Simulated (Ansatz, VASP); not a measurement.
Two plane-wave programs on Cu

```
Cu
1.0
     2.72209    0.00000    0.00000
    -1.36105    2.35740    0.00000
     0.00000    0.00000    4.44514
Cu
2
Direct
  0.33333 0.66667 0.25000
  0.66667 0.33333 0.75000
```

Change from the starting cell: equal strain along all axes, cell held, atoms relaxed: +6.0 %.

Alike in both runs: task single point; functional PBE; k mesh 24 × 24 × 12; occupations gaussian, width 0.1 eV; no spin polarisation.

|  | VASP | Ansatz |
| --- | --- | --- |
| version | VASP 6.6.1 | Ansatz 0.2.0 |
| potentials or method | VASP PAW PBE potentials, release 64 (Cu) | scalar-relativistic, plane waves, PAW |
| plane-wave cutoff (eV) | 520 | 420 |
| valence electrons in the cell | 22 | 38 |

```csv
,VASP,Ansatz,Ansatz less VASP
gap on the k mesh at the Fermi level (eV),none,none,-
pressure (GPa),-15.3,-15.7,-0.40
largest component of the traceless stress (GPa),0.30,0.32,+0.016
```

A gap of «none» marks a metal or a gap that the smearing closes. The two sets of potentials don't hold the same shells in valence.

Caveats: so large a pressure means that the cell lies far from this level's equilibrium, or that cutoff or potentials fall short (VASP).
